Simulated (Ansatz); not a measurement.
# Re (P6_3/mmc) in Ansatz: equation of state

Aim: energy against volume of Re in PBEsol, for its equilibrium volume and stiffness.

Program: Ansatz 0.2.0. These are calculated values, not measurements. Logs are shortened: lines on timing, memory, paths and dates and some standing lists are left out, and cuts for length are marked.

### 1 The structure

Symmetry: P6_3/mmc, No. 194, hexagonal system. The conventional cell has a = 2.761 Å, b = 2.761 Å, c = 4.458 Å, α = 90.00°, β = 90.00°, γ = 120.00°. Around Re (site symmetry -6m2) lie 12 Re at 2.74 to 2.76 Å.

### 2 Equation of state, PBEsol

Potentials or basis: all-electron LAPW, scalar-relativistic.

This step only gathers the single runs of the series.

What came out:

- Equilibrium volume: 14.56 Å³/atom
- Bulk modulus at fixed shape and positions: 388 GPa
- Pressure derivative of the bulk modulus: 4.4

Energy against volume, from the lowest point:
| volume (Å³/atom) | energy (meV/atom) |
| --- | --- |
| 13.831 | 46.30 |
| 14.125 | 14.69 |
| 14.420 | 0.00 |
| 14.714 | 0.48 |
| 15.008 | 14.57 |
| 15.303 | 40.87 |
| 15.597 | 78.10 |

Caveat: the cell was scaled at fixed shape and fractional positions, which overstates the stiffness of a crystal with free parameters, most of all of layers and chains.
